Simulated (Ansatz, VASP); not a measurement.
Pt: VASP beside Ansatz

```
CELL_PARAMETERS angstrom
3.88906 0.00000 0.00000
-1.94453 3.36802 0.00000
0.00000 0.00000 2.85892
ATOMIC_POSITIONS crystal
Pt 0.33333 0.66667 0.25005
Pt 0.66667 0.33333 0.74995
```

Alike in both runs: functional PBE; k mesh 6 × 6 × 6; occupations gaussian, width 0.1 eV; no spin polarisation.

Ansatz relaxed the structure, and its values are those at the end. VASP's run is a single point on that final structure, the one shown.

|  | VASP | Ansatz |
| --- | --- | --- |
| version | VASP 6.6.1 | Ansatz 0.2.0 |
| potentials or method | VASP PAW PBE potentials, release 64 (Pt) | scalar-relativistic, plane waves, PAW |
| plane-wave cutoff (eV) | 520 | 420 |
| valence electrons in the cell | 20 | 36 |

VASP gave:

| Property | Result |
| --- | --- |
| gap on the k mesh at the Fermi level (eV) | none |
| pressure (GPa) | -0.5 |

Task: Estimate Ansatz's values.

Result: gap on the k mesh at the Fermi level (eV): none; pressure (GPa): -0.1.

A gap of «none» marks a metal or a gap that the smearing closes. The two sets of potentials don't hold the same shells in valence.

Caveats: the k mesh is coarse (spacing up to 0.37 Å⁻¹), so the values aren't converged. The runs have no spin-orbit coupling, so splittings on Pt are missing.
